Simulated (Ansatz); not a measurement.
## Molecular dynamics of Be

Input:

```yaml
accuracy: low
crystal:
  lattice:
    - [7.091764, 0.0, 0.0]
    - [-3.545882, 6.141648, 0.0]
    - [0.0, 0.0, 7.40853]
  atoms:
    - { symbol: Be, position: [-0.03030511, -0.10749344, -0.0302469] }
    - { symbol: Be, position: [0.0263484, 0.20418932, 0.28492594] }
    - { symbol: Be, position: [0.02488447, -0.04374733, 0.49413289] }
    - { symbol: Be, position: [0.10353574, 0.21809574, 0.76683567] }
    - { symbol: Be, position: [0.00142137, 0.31573196, 0.01479011] }
    - { symbol: Be, position: [0.07530313, 0.51326989, 0.23856162] }
    - { symbol: Be, position: [0.06792533, 0.38760084, 0.52408313] }
    - { symbol: Be, position: [0.09516204, 0.52266424, 0.73626409] }
    - { symbol: Be, position: [0.04900532, 0.63435191, -0.03110125] }
    - { symbol: Be, position: [0.07775527, 0.82309455, 0.19001768] }
    - { symbol: Be, position: [-0.07305883, 0.58699359, 0.49063657] }
    - { symbol: Be, position: [0.13980412, 0.84772589, 0.70217595] }
    - { symbol: Be, position: [0.41874154, 0.05295976, 0.04954733] }
    - { symbol: Be, position: [0.47998913, 0.31449458, 0.24670806] }
    - { symbol: Be, position: [0.3495771, 0.0305549, 0.42147282] }
    - { symbol: Be, position: [0.3715012, 0.15729961, 0.78324554] }
    - { symbol: Be, position: [0.30145086, 0.3007358, -0.00381886] }
    - { symbol: Be, position: [0.33780116, 0.48998975, 0.23747479] }
    - { symbol: Be, position: [0.34283996, 0.36886411, 0.49537514] }
    - { symbol: Be, position: [0.37955717, 0.50938011, 0.7216759] }
    - { symbol: Be, position: [0.29496152, 0.62953001, -0.04590855] }
    - { symbol: Be, position: [0.36483721, 0.82072967, 0.23967321] }
    - { symbol: Be, position: [0.28752216, 0.6839214, 0.50327085] }
    - { symbol: Be, position: [0.52688199, 1.00680367, 0.66216937] }
    - { symbol: Be, position: [0.68431232, 0.05488849, -0.06773695] }
    - { symbol: Be, position: [0.72067279, 0.16933884, 0.19477332] }
    - { symbol: Be, position: [0.75831627, 0.01212109, 0.48481475] }
    - { symbol: Be, position: [0.82713209, 0.23903009, 0.73242765] }
    - { symbol: Be, position: [0.64851095, 0.33416839, -0.03393371] }
    - { symbol: Be, position: [0.74985169, 0.58141493, 0.18660291] }
    - { symbol: Be, position: [0.72045315, 0.28735291, 0.48089665] }
    - { symbol: Be, position: [0.70600634, 0.50872314, 0.72236384] }
    - { symbol: Be, position: [0.57142717, 0.59965816, -0.03552689] }
    - { symbol: Be, position: [0.80986212, 0.88920319, 0.21455886] }
    - { symbol: Be, position: [0.65267937, 0.61675891, 0.4451057] }
    - { symbol: Be, position: [0.7871726, 0.83743057, 0.72470381] }
basis:
  ecutwfc: 420.0
kpoints:
  mp_grid: { grid: [2, 2, 2] }
hamiltonian:
  xc: pbe
scf:
  occupations: { method: fermi_dirac, width: 0.3 }
  lower_state_search: "off"
md:
  timestep: 1.5
  n_steps: 50
  ensemble: npt_langevin
  temperature: 2450.0
  initial_velocities: maxwell_boltzmann
  seed: 779752
  friction: 0.005
  pressure: 5.0
  fix_cell: [angles]
```

Run as:

```bash
$ ansatz run input.yaml --threads 1 --pin off --max-ram 3072MiB --backend cpu --events-out ev --progress --plain --runs-dir out
```

It goes on from the last frame of an earlier run, with new velocities.

Output, in part (step lines):

```
md step     0: t =     0.00 fs  T =  2381.9 K  F+E_penalty+E_count = -3325.34414608 eV  E_kin = 11.084045 eV  conserved = -3305.40966442 eV  P_inst = 5.2383 GPa  V = 322.6794 Å³  selection 1  (6 SCF iters)
md step     1: t =     1.50 fs  T =  2433.1 K  F+E_penalty+E_count = -3325.48401191 eV  E_kin = 11.322262 eV  conserved = -3305.41559320 eV  P_inst = 5.0698 GPa  V = 322.6748 Å³  selection 1  (6 SCF iters)
md step     2: t =     3.00 fs  T =  2434.0 K  F+E_penalty+E_count = -3325.38729923 eV  E_kin = 11.326304 eV  conserved = -3305.41819001 eV  P_inst = 4.9980 GPa  V = 322.6550 Å³  selection 1  (6 SCF iters)
md step     3: t =     4.50 fs  T =  2365.8 K  F+E_penalty+E_count = -3325.04476484 eV  E_kin = 11.008879 eV  conserved = -3305.41215926 eV  P_inst = 4.9991 GPa  V = 322.6218 Å³  selection 1  (6 SCF iters)
md step     4: t =     6.00 fs  T =  2253.4 K  F+E_penalty+E_count = -3324.51844989 eV  E_kin = 10.485725 eV  conserved = -3305.40561064 eV  P_inst = 5.0731 GPa  V = 322.5978 Å³  selection 1  (6 SCF iters)
md step     5: t =     7.50 fs  T =  2256.7 K  F+E_penalty+E_count = -3323.90766315 eV  E_kin = 10.501250 eV  conserved = -3305.39987538 eV  P_inst = 5.3944 GPa  V = 322.6108 Å³  selection 1  (5 SCF iters)
md step     6: t =     9.00 fs  T =  2121.7 K  F+E_penalty+E_count = -3323.34610226 eV  E_kin = 9.873228 eV  conserved = -3305.39244024 eV  P_inst = 5.4834 GPa  V = 322.6666 Å³  selection 1  (5 SCF iters)
md step     7: t =    10.50 fs  T =  2033.8 K  F+E_penalty+E_count = -3322.95356728 eV  E_kin = 9.463950 eV  conserved = -3305.39186287 eV  P_inst = 5.5386 GPa  V = 322.7787 Å³  selection 1  (5 SCF iters)
md step     8: t =    12.00 fs  T =  2048.4 K  F+E_penalty+E_count = -3322.79908031 eV  E_kin = 9.531800 eV  conserved = -3305.40052233 eV  P_inst = 5.5799 GPa  V = 322.9087 Å³  selection 1  (5 SCF iters)
md step     9: t =    13.50 fs  T =  2047.9 K  F+E_penalty+E_count = -3322.78625871 eV  E_kin = 9.529750 eV  conserved = -3305.40526749 eV  P_inst = 5.4710 GPa  V = 323.0469 Å³  selection 1  (5 SCF iters)
md step    10: t =    15.00 fs  T =  2045.6 K  F+E_penalty+E_count = -3322.76046927 eV  E_kin = 9.519032 eV  conserved = -3305.40464271 eV  P_inst = 5.3360 GPa  V = 323.1895 Å³  selection 1  (6 SCF iters)
md step    11: t =    16.50 fs  T =  2072.6 K  F+E_penalty+E_count = -3322.75719270 eV  E_kin = 9.644601 eV  conserved = -3305.40302046 eV  P_inst = 5.2121 GPa  V = 323.3329 Å³  selection 1  (5 SCF iters)
md step    12: t =    18.00 fs  T =  2103.3 K  F+E_penalty+E_count = -3322.82855744 eV  E_kin = 9.787440 eV  conserved = -3305.40632360 eV  P_inst = 5.0422 GPa  V = 323.5256 Å³  selection 1  (5 SCF iters)
md step    13: t =    19.50 fs  T =  2146.0 K  F+E_penalty+E_count = -3322.91397964 eV  E_kin = 9.986134 eV  conserved = -3305.40823074 eV  P_inst = 4.8997 GPa  V = 323.7557 Å³  selection 1  (5 SCF iters)
md step    14: t =    21.00 fs  T =  2198.7 K  F+E_penalty+E_count = -3322.97743723 eV  E_kin = 10.231308 eV  conserved = -3305.41305121 eV  P_inst = 4.8212 GPa  V = 323.9913 Å³  selection 1  (5 SCF iters)
md step    15: t =    22.50 fs  T =  2250.6 K  F+E_penalty+E_count = -3323.04905061 eV  E_kin = 10.473008 eV  conserved = -3305.41195055 eV  P_inst = 4.7633 GPa  V = 324.2203 Å³  selection 1  (5 SCF iters)
md step    16: t =    24.00 fs  T =  2363.2 K  F+E_penalty+E_count = -3323.11038814 eV  E_kin = 10.996816 eV  conserved = -3305.40841857 eV  P_inst = 4.8321 GPa  V = 324.4307 Å³  selection 1  (5 SCF iters)
md step    17: t =    25.50 fs  T =  2399.2 K  F+E_penalty+E_count = -3323.17877360 eV  E_kin = 11.164156 eV  conserved = -3305.40715694 eV  P_inst = 4.8142 GPa  V = 324.6062 Å³  selection 1  (5 SCF iters)
md step    18: t =    27.00 fs  T =  2346.3 K  F+E_penalty+E_count = -3323.31996735 eV  E_kin = 10.918026 eV  conserved = -3305.40290586 eV  P_inst = 4.6416 GPa  V = 324.7977 Å³  selection 1  (5 SCF iters)
md step    19: t =    28.50 fs  T =  2260.4 K  F+E_penalty+E_count = -3323.56257534 eV  E_kin = 10.518652 eV  conserved = -3305.40038491 eV  P_inst = 4.3678 GPa  V = 325.0054 Å³  selection 1  (5 SCF iters)
md step    20: t =    30.00 fs  T =  2354.3 K  F+E_penalty+E_count = -3323.90256199 eV  E_kin = 10.955173 eV  conserved = -3305.40152775 eV  P_inst = 4.3085 GPa  V = 325.1851 Å³  selection 1  (6 SCF iters)
md step    21: t =    31.50 fs  T =  2427.4 K  F+E_penalty+E_count = -3324.33345256 eV  E_kin = 11.295606 eV  conserved = -3305.40499414 eV  P_inst = 4.1570 GPa  V = 325.3583 Å³  selection 1  (5 SCF iters)
md step    22: t =    33.00 fs  T =  2499.3 K  F+E_penalty+E_count = -3324.82679948 eV  E_kin = 11.630271 eV  conserved = -3305.40417278 eV  P_inst = 3.9668 GPa  V = 325.5064 Å³  selection 1  (5 SCF iters)
md step    23: t =    34.50 fs  T =  2666.8 K  F+E_penalty+E_count = -3325.33044552 eV  E_kin = 12.409361 eV  conserved = -3305.41288068 eV  P_inst = 3.9358 GPa  V = 325.6125 Å³  selection 1  (5 SCF iters)
md step    24: t =    36.00 fs  T =  2777.1 K  F+E_penalty+E_count = -3325.75814377 eV  E_kin = 12.922685 eV  conserved = -3305.42153674 eV  P_inst = 3.8877 GPa  V = 325.6857 Å³  selection 1  (5 SCF iters)
md step    25: t =    37.50 fs  T =  2823.0 K  F+E_penalty+E_count = -3325.97804558 eV  E_kin = 13.136604 eV  conserved = -3305.42295202 eV  P_inst = 3.9091 GPa  V = 325.7080 Å³  selection 1  (5 SCF iters)
md step    26: t =    39.00 fs  T =  2737.0 K  F+E_penalty+E_count = -3325.97346688 eV  E_kin = 12.736029 eV  conserved = -3305.41812430 eV  P_inst = 3.8756 GPa  V = 325.7133 Å³  selection 1  (5 SCF iters)
md step    27: t =    40.50 fs  T =  2726.5 K  F+E_penalty+E_count = -3325.80900422 eV  E_kin = 12.687595 eV  conserved = -3305.41441623 eV  P_inst = 4.0307 GPa  V = 325.7269 Å³  selection 1  (5 SCF iters)
md step    28: t =    42.00 fs  T =  2687.7 K  F+E_penalty+E_count = -3325.50874897 eV  E_kin = 12.506957 eV  conserved = -3305.40906122 eV  P_inst = 4.2276 GPa  V = 325.7377 Å³  selection 1  (5 SCF iters)
md step    29: t =    43.50 fs  T =  2567.5 K  F+E_penalty+E_count = -3325.18068513 eV  E_kin = 11.947712 eV  conserved = -3305.40234986 eV  P_inst = 4.3258 GPa  V = 325.7313 Å³  selection 1  (5 SCF iters)
md step    30: t =    45.00 fs  T =  2476.9 K  F+E_penalty+E_count = -3324.93518865 eV  E_kin = 11.526079 eV  conserved = -3305.39937734 eV  P_inst = 4.4074 GPa  V = 325.7049 Å³  selection 1  (6 SCF iters)
md step    31: t =    46.50 fs  T =  2517.7 K  F+E_penalty+E_count = -3324.74990283 eV  E_kin = 11.715665 eV  conserved = -3305.40232520 eV  P_inst = 4.6304 GPa  V = 325.6948 Å³  selection 1  (5 SCF iters)
md step    32: t =    48.00 fs  T =  2490.7 K  F+E_penalty+E_count = -3324.59648251 eV  E_kin = 11.590188 eV  conserved = -3305.40389106 eV  P_inst = 4.7089 GPa  V = 325.6764 Å³  selection 1  (5 SCF iters)
md step    33: t =    49.50 fs  T =  2469.8 K  F+E_penalty+E_count = -3324.48466255 eV  E_kin = 11.492796 eV  conserved = -3305.40547383 eV  P_inst = 4.7346 GPa  V = 325.6449 Å³  selection 1  (5 SCF iters)
md step    34: t =    51.00 fs  T =  2477.0 K  F+E_penalty+E_count = -3324.38371951 eV  E_kin = 11.526321 eV  conserved = -3305.40683565 eV  P_inst = 4.7645 GPa  V = 325.6210 Å³  selection 1  (5 SCF iters)
md step    35: t =    52.50 fs  T =  2420.6 K  F+E_penalty+E_count = -3324.29953770 eV  E_kin = 11.263801 eV  conserved = -3305.40554511 eV  P_inst = 4.6609 GPa  V = 325.5817 Å³  selection 1  (5 SCF iters)
md step    36: t =    54.00 fs  T =  2461.7 K  F+E_penalty+E_count = -3324.25072923 eV  E_kin = 11.455364 eV  conserved = -3305.40539763 eV  P_inst = 4.6485 GPa  V = 325.5336 Å³  selection 1  (5 SCF iters)
md step    37: t =    55.50 fs  T =  2491.0 K  F+E_penalty+E_count = -3324.20702520 eV  E_kin = 11.591502 eV  conserved = -3305.40535386 eV  P_inst = 4.6022 GPa  V = 325.4790 Å³  selection 1  (5 SCF iters)
md step    38: t =    57.00 fs  T =  2521.4 K  F+E_penalty+E_count = -3324.13376750 eV  E_kin = 11.733092 eV  conserved = -3305.40611594 eV  P_inst = 4.5946 GPa  V = 325.3923 Å³  selection 1  (5 SCF iters)
md step    39: t =    58.50 fs  T =  2467.0 K  F+E_penalty+E_count = -3324.00344253 eV  E_kin = 11.479662 eV  conserved = -3305.40374909 eV  P_inst = 4.5362 GPa  V = 325.2764 Å³  selection 1  (5 SCF iters)
md step    40: t =    60.00 fs  T =  2295.1 K  F+E_penalty+E_count = -3323.84952055 eV  E_kin = 10.679751 eV  conserved = -3305.40108369 eV  P_inst = 4.3585 GPa  V = 325.1580 Å³  selection 1  (6 SCF iters)
md step    41: t =    61.50 fs  T =  2322.2 K  F+E_penalty+E_count = -3323.71135734 eV  E_kin = 10.806216 eV  conserved = -3305.40152195 eV  P_inst = 4.5079 GPa  V = 325.0213 Å³  selection 1  (5 SCF iters)
md step    42: t =    63.00 fs  T =  2445.0 K  F+E_penalty+E_count = -3323.58691217 eV  E_kin = 11.377585 eV  conserved = -3305.40391536 eV  P_inst = 4.8139 GPa  V = 324.8952 Å³  selection 1  (5 SCF iters)
md step    43: t =    64.50 fs  T =  2412.9 K  F+E_penalty+E_count = -3323.49261912 eV  E_kin = 11.227888 eV  conserved = -3305.40229351 eV  P_inst = 4.8673 GPa  V = 324.7991 Å³  selection 1  (5 SCF iters)
md step    44: t =    66.00 fs  T =  2406.7 K  F+E_penalty+E_count = -3323.47054711 eV  E_kin = 11.199347 eV  conserved = -3305.40114175 eV  P_inst = 4.9061 GPa  V = 324.6868 Å³  selection 1  (5 SCF iters)
md step    45: t =    67.50 fs  T =  2580.3 K  F+E_penalty+E_count = -3323.55097378 eV  E_kin = 12.006972 eV  conserved = -3305.40480891 eV  P_inst = 5.1311 GPa  V = 324.5420 Å³  selection 1  (5 SCF iters)
md step    46: t =    69.00 fs  T =  2610.4 K  F+E_penalty+E_count = -3323.72044183 eV  E_kin = 12.147274 eV  conserved = -3305.40337911 eV  P_inst = 5.0254 GPa  V = 324.4202 Å³  selection 1  (5 SCF iters)
md step    47: t =    70.50 fs  T =  2685.5 K  F+E_penalty+E_count = -3323.98813512 eV  E_kin = 12.496555 eV  conserved = -3305.40392823 eV  P_inst = 4.8684 GPa  V = 324.3167 Å³  selection 1  (5 SCF iters)
md step    48: t =    72.00 fs  T =  2786.2 K  F+E_penalty+E_count = -3324.39541017 eV  E_kin = 12.965277 eV  conserved = -3305.40291381 eV  P_inst = 4.6256 GPa  V = 324.2137 Å³  selection 1  (5 SCF iters)
md step    49: t =    73.50 fs  T =  2947.6 K  F+E_penalty+E_count = -3324.93274365 eV  E_kin = 13.716390 eV  conserved = -3305.40470529 eV  P_inst = 4.3858 GPa  V = 324.1209 Å³  selection 1  (5 SCF iters)
md step    50: t =    75.00 fs  T =  2991.7 K  F+E_penalty+E_count = -3325.54233572 eV  E_kin = 13.921327 eV  conserved = -3305.40844651 eV  P_inst = 3.9393 GPa  V = 324.0447 Å³  selection 1  (6 SCF iters)
```

All steps were run. The conserved energy stayed within 0.49 meV per atom of its start (net change 0.034 meV per atom), so the integration is sound. A run of 0.075 ps of so small a system gives no equilibrium averages. Limits of this set-up: coarse k mesh, low accuracy level. The cell's volume went from 323 to 324 Å³.

Mean squared displacements from the first frame to the last, about the centre of mass, the cell's change included: Be 0.46 Å².

Last frame:

```xyz
36
Lattice="7.1240 0.0000 0.0000 -3.5620 6.1696 0.0000 0.0000 0.0000 7.3727" Properties=species:S:1:pos:R:3
Be -0.234 -0.117 -0.067
Be -0.004 1.475 1.657
Be -0.013 -0.085 3.417
Be 0.080 1.390 5.426
Be -1.242 1.839 0.032
Be -1.187 3.301 1.756
Be -1.256 1.958 3.641
Be -1.248 3.093 5.667
Be -2.486 3.776 -0.179
Be -2.370 5.029 1.930
Be -2.406 3.850 3.666
Be -2.389 4.826 5.882
Be 1.928 -0.343 0.265
Be 2.071 0.714 1.620
Be 2.442 -0.253 3.868
Be 2.349 1.229 5.564
Be 0.787 2.231 -0.249
Be 1.341 3.608 1.736
Be 0.837 1.792 3.578
Be 1.147 3.519 5.654
Be -0.218 4.187 -0.109
Be -0.162 5.174 1.788
Be -0.239 3.805 3.710
Be -0.226 5.210 5.798
Be 4.842 -0.555 -0.160
Be 4.778 1.131 1.550
Be 4.744 0.234 3.700
Be 5.178 1.200 5.556
Be 3.379 1.846 -0.029
Be 3.684 3.208 1.515
Be 2.934 2.057 3.214
Be 3.378 3.169 5.226
Be 2.616 4.245 -0.152
Be 2.476 5.322 1.792
Be 1.537 4.201 3.704
Be 2.430 5.817 5.644
```

Run time: 8 min on 1 thread of Arm Neoverse V2 (shared host), peak memory 0.71 GiB.
